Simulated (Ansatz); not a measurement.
# GaBAs2: the cost of one run

Program: Ansatz 0.2.0. Level of theory: DFT PBE, scalar-relativistic, plane waves, PAW. These are calculated values, not measurements.

1 further run of the same task is left out (it didn't finish).

## 1. Starting point

The structure is tetragonal, space group P-4m2 (No. 115). The conventional cell has a = 3.740 Å, b = 3.740 Å, c = 5.290 Å, α = 90.00°, β = 90.00°, γ = 90.00°. Around Ga (site symmetry -4m2) lie 4 As at 2.29 Å. Around B (site symmetry -4m2) lie 4 As at 2.29 Å. Around As (site symmetry 2mm) lie 2 B at 2.29 Å and 2 Ga at 2.29 Å.

As a file:

```cif
data_structure
_symmetry_space_group_name_H-M 'P 1'
_symmetry_Int_Tables_number 1
_cell_length_a 3.7404
_cell_length_b 3.7404
_cell_length_c 5.2898
_cell_angle_alpha 90.000
_cell_angle_beta 90.000
_cell_angle_gamma 90.000
_cell_volume 74.01
loop_
_atom_site_label
_atom_site_type_symbol
_atom_site_fract_x
_atom_site_fract_y
_atom_site_fract_z
_atom_site_occupancy
Ga1 Ga 0.00000 0.00000 0.00000 1
B1 B 0.50000 0.50000 0.50000 1
As1 As 0.00000 0.50000 0.75000 1
As2 As 0.50000 0.00000 0.25000 1
```

The start is an ordering of an alloy on its end members' structure types: elements ordered on the sites of the BAs type, B/Ga on B (P-4m2, No. 115).

## 2. Probe: one point on a coarse mesh

Contents of input.yaml:

```yaml
crystal:
  lattice:
    - [3.74042186, 0.0, 0.0]
    - [0.0, 3.74042186, 0.0]
    - [0.0, 0.0, 5.28975532]
  atoms:
    - { symbol: Ga, position: [0.0, 0.0, 0.0] }
    - { symbol: B, position: [0.5, 0.5, 0.5] }
    - { symbol: As, position: [0.0, 0.5, 0.75] }
    - { symbol: As, position: [0.5, 0.0, 0.25] }
basis:
  ecutwfc: 420
kpoints:
  mp_grid: { grid: [4, 4, 4] }
hamiltonian:
  xc: pbe
scf:
  occupations: { method: gaussian, width: 0.1 }
  lower_state_search: "off"
output:
  forces: true
  stress: true
  eigenvalues: true
```

Launch:

```sh
$ ansatz run input.yaml --threads 1 --pin off --max-ram 2560MiB --backend cpu --events-out ev --progress --plain --runs-dir out
```

**Question.** How long does this run take on 1 thread of Intel Xeon Platinum 8259CL at 2.50GHz (Skylake/Cascade Lake), shared host, and how much memory does it need?

About 4.7 s, with a peak of 0.38 GiB.
